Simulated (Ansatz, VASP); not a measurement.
## Two plane-wave programs on Ta

File INCAR:

```
PREC = Accurate
ENCUT = 520
EDIFF = 1E-7
ISMEAR = 0
SIGMA = 0.1
LREAL = F
LASPH = T
NELM = 60
ALGO = Fast
ISIF = 2
LWAVE = F
LCHARG = F
LDIPOL = T
IDIPOL = 3
DIPOL = 0.5 0.5 0.500
GGA = PE
NBANDS = 36
```

Contents of KPOINTS:

```
Automatic mesh
0
Gamma
  13 13 1
```

File POSCAR:

```
Ta
1.0
    2.8741561385      0.0000000000      0.0000000000
   -0.9580520462      2.7097803943      0.0000000000
    0.0000000000      0.0000000000     24.3869546405
Ta
5
Direct
    0.5000000000      0.5000000000      0.3075414750
    0.0000000000      0.0000000000      0.4037707375
    0.5000000000      0.5000000000      0.5000000000
    0.0000000000      0.0000000000      0.5962292625
    0.5000000000      0.5000000000      0.6924585250
```

Input for Ansatz:

```yaml
crystal:
  lattice:
    - [2.8741561385, 0.0, 0.0]
    - [-0.9580520462, 2.7097803943, 0.0]
    - [0.0, 0.0, 24.3869546405]
  atoms:
    - { symbol: Ta, position: [0.5, 0.5, 0.307541475] }
    - { symbol: Ta, position: [0.0, 0.0, 0.4037707375] }
    - { symbol: Ta, position: [0.5, 0.5, 0.5] }
    - { symbol: Ta, position: [0.0, 0.0, 0.5962292625] }
    - { symbol: Ta, position: [0.5, 0.5, 0.692458525] }
basis:
  ecutwfc: 420
kpoints:
  mp_grid: { grid: [13, 13, 1] }
hamiltonian:
  xc: pbe
scf:
  occupations: { method: gaussian, width: 0.1 }
output:
  forces: true
  stress: true
  eigenvalues: true
  write_density: true
  write_potential: true
  elf: true
  volumetric_format: npy
efield:
  axis: 3
  dipole_correction: true
  ramp_width: 0.04
```

Alike in both runs: task single point; functional PBE; k mesh 13 × 13 × 1; occupations gaussian, width 0.1 eV; no spin polarisation.

|  | VASP | Ansatz |
| --- | --- | --- |
| version | VASP 6.6.1 | Ansatz 0.2.0 |
| potentials or method | VASP PAW PBE potentials, release 64 (Ta_pv) | scalar-relativistic, plane waves, PAW |
| plane-wave cutoff (eV) | 520 | 420 |
| valence electrons in the cell | 55 | 65 |

```tsv
	VASP	Ansatz	Ansatz less VASP
gap on the k mesh at the Fermi level (eV)	none	none	-
rms of the force components (eV/Å)	0.243	0.242	-0.0011
```

Atom by atom the forces differ by 0.002 eV/Å (rms over components). A gap of «none» marks a metal or a gap that the smearing closes. The two sets of potentials don't hold the same shells in valence. Ansatz warned: «xc_potential_rough_in_thin_density».

Spin-orbit coupling is left out, which matters for the levels of Ta.
